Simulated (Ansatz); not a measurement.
Data:

NaBr:
Space group Fm-3m (No. 225); a = 5.927 Å, b = 5.927 Å, c = 5.927 Å, α = 90.00°, β = 90.00°, γ = 90.00°

| atom | site | symmetry | x | y | z |
|---|---|---|---|---|---|
| Na | 4a | m-3m | 0.0000 | 0.0000 | 0.0000 |
| Br | 4b | m-3m | 0.5000 | 0.5000 | 0.5000 |
(The calculation used a cell of 2 atoms; values per cell refer to that cell.)

This is the PBEsol-relaxed structure.

Question: All from PBEsol (plane waves, PAW; program Ansatz), unless another level is named. Give the Poisson's ratio.

Answer: 0.26.

Question: Give the highest zone-centre frequency (without LO–TO term).

Answer: 16.9 meV.

The cell was relaxed with PBEsol under the symmetry of its start; of distortions, only those at the zone centre were tested.

Potentials: the later of the program's two PAW sets.
